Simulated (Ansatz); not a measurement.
## Eigenvalues along a path: BeS

```
Be S
1.0
     0.00000    2.35111    2.35111
     2.35111    0.00000    2.35111
     2.35111    2.35111    0.00000
Be S
1 1
Direct
  0.00000 0.00000 0.00000
  0.25000 0.25000 0.25000
```

The base volume is that of a database entry, with shape and atoms relaxed on PAW files at held volume, so it needn't be at zero pressure; the structure needn't be the stable phase, at rest or compressed.

All numbers are PBE results (scalar-relativistic) from Ansatz 0.2.0, with a Γ-centred 10×10×10 k mesh, Fermi–Dirac smearing of 0.03 eV, no spin polarisation. Methods: LAPW: all electrons, basis error target 1 meV/atom.

This run: volume at 0.9 of the series' base cell.

Path points, in fractions of the reciprocal vectors: Γ (0.000, 0.000, 0.000), X (-0.500, -0.500, 0.000), U (-0.375, -0.375, 0.250), K (-0.375, 0.000, 0.375), L (0.000, 0.000, 0.500), W (-0.500, -0.250, 0.250). The distance column jumps between branches of the path. Levels in eV from the valence-band top; bands 6 to 11, counted from the lowest band of the run. The gap is 2.88 eV, the pressure 12.39 GPa.

```
# k(1/Å) point b6 b7 b8 b9 b10 b11
0.000 Γ -14.35 0.00 0.00 0.00 5.59 5.59
0.223 - -14.23 -0.49 -0.34 -0.34 5.36 6.11
0.445 - -13.88 -1.61 -1.08 -1.08 4.91 7.36
0.668 - -13.34 -2.91 -1.84 -1.84 4.35 6.65
0.891 - -12.69 -4.16 -2.46 -2.46 3.69 5.53
1.114 - -12.10 -5.13 -2.85 -2.85 3.11 4.96
1.336 X -11.84 -5.51 -2.98 -2.98 2.88 4.80
1.415 - -11.84 -5.50 -3.06 -2.96 2.97 4.87
1.494 - -11.83 -5.46 -3.29 -2.92 3.18 5.08
1.572 - -11.82 -5.38 -3.61 -2.85 3.46 5.48
1.651 - -11.82 -5.28 -3.97 -2.75 3.73 6.05
1.730 - -11.82 -5.15 -4.32 -2.63 3.98 6.78
1.809 U -11.84 -5.00 -4.63 -2.48 4.23 7.61
2.627 K -11.84 -5.00 -4.63 -2.48 4.23 7.61
2.863 - -12.08 -5.16 -4.33 -1.92 5.01 9.34
3.099 - -12.60 -4.86 -3.47 -1.27 5.86 7.99
3.336 - -13.25 -3.85 -2.43 -0.67 6.44 6.95
3.572 - -13.83 -2.39 -1.33 -0.26 6.17 6.20
3.808 - -14.22 -0.82 -0.39 -0.06 5.73 5.75
4.044 Γ -14.35 0.00 0.00 0.00 5.59 5.59
4.237 - -14.26 -0.65 -0.11 -0.11 5.70 5.79
4.430 - -14.00 -2.07 -0.38 -0.38 5.78 6.22
4.623 - -13.59 -3.63 -0.68 -0.68 5.80 6.58
4.816 - -13.11 -5.02 -0.94 -0.94 5.81 6.64
5.008 - -12.66 -6.03 -1.11 -1.11 5.80 6.55
5.201 L -12.47 -6.41 -1.17 -1.17 5.80 6.49
5.359 - -12.43 -6.35 -1.49 -1.28 5.98 6.44
5.516 - -12.32 -6.15 -2.23 -1.59 6.04 6.50
5.674 - -12.15 -5.83 -3.08 -2.09 6.02 6.78
5.831 - -11.97 -5.40 -3.82 -2.72 6.15 7.19
5.989 - -11.82 -4.90 -4.31 -3.38 6.39 7.67
6.146 W -11.76 -4.62 -4.38 -3.81 6.53 8.02
6.258 - -11.77 -4.82 -4.16 -3.77 6.02 7.48
6.369 - -11.78 -5.06 -3.83 -3.63 5.12 6.66
6.480 - -11.80 -5.25 -3.51 -3.44 4.25 5.91
6.592 - -11.82 -5.40 -3.24 -3.22 3.53 5.32
6.703 - -11.83 -5.48 -3.05 -3.05 3.05 4.93
6.814 X -11.84 -5.51 -2.98 -2.98 2.88 4.80
```
